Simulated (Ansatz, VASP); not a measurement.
## Cu: VASP beside Ansatz

```xyz
1
Lattice="0.0000 1.7221 1.7221 1.7221 0.0000 1.7221 1.7221 1.7221 0.0000" Properties=species:S:1:pos:R:3 pbc="T T T"
Cu    0.0000    0.0000    0.0000
```

Alike in both runs: task single point; functional PBE; dispersion D4; k mesh 13 × 13 × 13; occupations methfessel-paxton of order 1, width 0.05 eV; no spin polarisation.

```csv
,VASP,Ansatz
version,VASP 6.6.1,Ansatz 0.2.0
potentials or method,"VASP PAW PBE potentials, release 64 (Cu)",Ansatz PAW earlier set
plane-wave cutoff (eV),520,1050
valence electrons in the cell,11,19
```

VASP gave:

```
gap on the k mesh at the Fermi level (eV) : none
pressure (GPa)                            : 24.4
dispersion energy (meV/atom)              : -640.2
```

Problem. Which values does Ansatz return?

Solution. gap on the k mesh at the Fermi level (eV): none; pressure (GPa): 23.9; dispersion energy (meV/atom): -640.2.

A gap of «none» marks a metal or a gap that the smearing closes. The two sets of potentials don't hold the same shells in valence.

Caveats: pairwise dispersion overbinds metals, which lowers pressure and volume; so large a pressure means that the cell lies far from this level's equilibrium, or that cutoff or potentials fall short (VASP).
